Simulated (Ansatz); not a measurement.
**GaN (rocksalt): gap against strain (epitaxial in the plane normal to [111])**

GaN built on the rocksalt prototype, relaxed with r2SCAN in Ansatz, then strained (epitaxial in the plane normal to [111]; changes of length per length, axes as in the cell below) with the atoms relaxed again within the symmetry that is left. The symmetry is Fm-3m (No. 225, cubic); conventional cell a = 4.217 Å, 9.37 Å³ an atom. Ga is surrounded by 6 N at 2.11 Å; N is surrounded by 6 Ga at 2.11 Å. Spin-unpolarised throughout. Whether this structure exists isn't addressed.

```xyz
2
Lattice="0.0000 2.1085 2.1085 2.1085 0.0000 2.1085 2.1085 2.1085 0.0000" Properties=species:S:1:pos:R:3 pbc="T T T"
Ga    0.0000    0.0000    0.0000
N     2.1085    2.1085    2.1085
```

Gaps are the least over each mesh (PBE 10×10×10, r2SCAN 10×10×10, HSE06 8×8×8 when unstrained) and the special points, which keep their unstrained names; stress is the change from the unstrained cell, compression positive.

```tsv
strain (%)	free normal strain (%)	gap, PBE (eV)	gap, r2SCAN (eV)	gap, HSE06 (eV)	edges, HSE06	in-plane stress, r2SCAN (GPa)	energy rise, r2SCAN (meV/atom)
-3.0	+0.99	0.810	1.354	2.134	(0.208, 0.208, 0.354) → X	+21.07	34.9
-2.0	+0.65	0.760	1.299	2.065	(0.195, 0.195, 0.352) → X	+13.46	15.1
-1.0	+0.32	0.701	1.234	1.987	(0.185, 0.185, 0.352) → X	+6.45	3.7
0.0	0.00	0.633	1.159	1.898	Γ–K (0.47) → X	0.00	0.0
+1.0	-0.31	0.488	1.005	1.734	Γ–K (0.47) → X	-5.90	3.5
+2.0	-0.60	0.340	0.848	1.567	Γ–K (0.46) → X	-11.31	13.8
+2.5	-0.75	0.266	0.770	1.483	Γ–K (0.46) → X	-13.83	21.3
+3.0	-0.89	0.193	0.691	1.400	Γ–K (0.46) → X	-16.24	30.3
+4.0	-1.17	0.047	0.533	1.231	Γ–K (0.45) → X	-20.70	52.5
+5.0	-1.45	–	0.375	1.064	(-0.172, 0, 0.164) → X	-24.74	79.9
```

Between zero and the nearest strains the slope of the HSE06 gap against strain is -0.089 eV per percent for negative and -0.164 for positive strain.

The runs are scalar-relativistic, without spin-orbit coupling.

Where an edge lies off the special points, it is a point of the mesh or the k point where a search put PBE's edge or least direct gap, reused for the other functionals, whose own edges may lie a little apart.

Gaps or overlaps of about a tenth of an eV are at the limit of these meshes: between the points read a gap can be smaller or closed.

Coordinates of k points refer to the reciprocal vectors of the primitive cell of the runs.

The meshes of the hybrids are coarse, so their gaps aren't converged to the digits shown.
